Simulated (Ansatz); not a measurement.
**KBr: excitons and shallow donors from band masses and screening**

The calculation used DFT PBE, scalar-relativistic, plane waves, PAW (Ansatz).

Plane waves to 420 eV, a k mesh through Γ of 6×6×6 on the computed 2-atom cell and Gaussian smearing (0.02 eV); no spin polarisation.

Relaxed cell: Fm-3m, a = 6.701 Å, b = 6.701 Å, c = 6.701 Å, α = 90.00°, β = 90.00°, γ = 90.00°, 2 atoms in the primitive cell.

The calculation gives a Kohn–Sham gap of 4.32 eV, an electron mass of 0.388 mₑ and a hole mass of 1.43 mₑ (harmonic means over x, y, z and over the bands degenerate at each edge), and ε∞ = 2.76 (independent particles, mean of the diagonal).

Estimate the binding energy and radius of a Wannier–Mott exciton and of a shallow donor, and say whether the hydrogenic model can hold.

The reduced mass is μ = mₙmₕ/(mₙ + mₕ) = 0.305 mₑ, with mₙ and mₕ the band masses. With E_b = 13.606 eV × μ/ε² and a = 0.529 Å × ε/μ (μ in mₑ) the exciton has E_b = 544 meV and a = 4.8 Å. For a donor μ is the electron mass: 692 meV and 3.8 Å. The radius isn't large against the shortest lattice vector (4.74 Å), so the continuum picture is doubtful and the numbers are only a scale. In a polar crystal the ions screen too, so a state bound more weakly than an optical phonon feels the larger static constant, which lowers the energy and widens the orbit. The other way, the small Kohn–Sham gap and the missing local fields make ε∞ too large and the masses tend to be too light, which underbinds.